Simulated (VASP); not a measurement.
Here is a VASP 6.6.1 calculation.

File INCAR:

```
ALGO = Normal
EDIFF = 1E-6
ENCUT = 520
GGA = PE
ISIF = 2
ISMEAR = 0
LASPH = True
LCHARG = True
LELF = True
LREAL = False
LVHAR = True
LWAVE = False
NBANDS = 18
NELM = 100
PREC = Accurate
SIGMA = 0.024
```

Contents of KPOINTS:

```
k-points
0
Gamma
  8 8 8
```

The input POSCAR:

```
InPd
1.0
    3.2718847800      0.0000000000      0.0000000000
    0.0000000000      3.2718847800      0.0000000000
    0.0000000000      0.0000000000      3.2718847800
In Pd
1 1
Direct
    0.0000000000      0.0000000000      0.0000000000
    0.5000000000      0.5000000000      0.5000000000
```

Potentials or basis: VASP PAW PBE potentials, release 64 (In_d, Pd).

Command:

```bash
$ cat potpaw_PBE.64/In_d/POTCAR potpaw_PBE.64/Pd/POTCAR > POTCAR
$ mpirun -np 1 vasp_std > vasp.out
```

Q: Predict the pressure.

A: 3.7 GPa.

Q: Predict the band gap on the k mesh.

A: None (metal or under the smearing width).
